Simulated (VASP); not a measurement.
## BaS: phonons with PBEsol

The system is BaS.

```xyz
2
Lattice="0.0000 3.1938 3.1938 3.1938 0.0000 3.1938 3.1938 3.1938 0.0000" Properties=species:S:1:pos:R:3 pbc="T T T"
Ba    0.0000    0.0000    0.0000
S     3.1938    3.1938    3.1938
```

```json
{
 "Program": "VASP 6.6.1",
 "Task": "phonons",
 "Functional": "PBEsol",
 "Potentials or basis": "VASP PAW PBE potentials, release 64 (Ba_sv, S)",
 "Cutoff": "600 eV",
 "k mesh": "5 × 5 × 5",
 "Occupations": "fermi-dirac, width 0.05 eV",
 "Spin": "no spin polarisation",
 "Further INCAR settings": "ALGO = Normal; EDIFF = 1e-08; IBRION = 8; NSW = 1"
}
```

```yaml
Relaxed_volume: 32.21 Å³/atom
Relaxed_cell: a = 4.500 Å, b = 4.500 Å, c = 4.500 Å, α = 60.00°, β = 60.00°, γ = 60.00°
Space_group_after_relaxing_to_0.05_Å: Fm-3m (No. 225)
Highest_phonon_frequency_at_Γ_LO-TO_splitting_left_out: 146 cm⁻¹
```

The path:
```
step  energy change (eV)  largest force (eV/Å)  pressure (GPa)  volume (Å³)
   1              0.0000                0.0000           -0.51        65.15
   2             -0.0011                0.0000            0.17        64.18
   3             -0.0012                0.0000            0.00        64.42
```

Final structure:
```yaml
crystal:
  lattice:
    - [0.00000, 3.18168, 3.18168]
    - [3.18168, 0.00000, 3.18168]
    - [3.18168, 3.18168, 0.00000]
  atoms:
    - { symbol: Ba, position: [0.00000, 0.00000, 0.00000] }
    - { symbol: S, position: [0.50000, 0.50000, 0.50000] }
```

Phonon frequencies in cm⁻¹ (negative: imaginary):
| q point | frequencies |
| --- | --- |
| (0.000, 0.000, 0.000) | 0 0 0 146 146 146 |

Run time: 62 s on 1 thread of Intel(R) Xeon(R) 6975P-C (Granite Rapids), on a shared host, peak memory 0.26 GiB.

Caveat: the PAW data sets were made with another functional, which shifts forces and pressure a little. The run has no spin-orbit coupling, so splittings on Ba are missing.
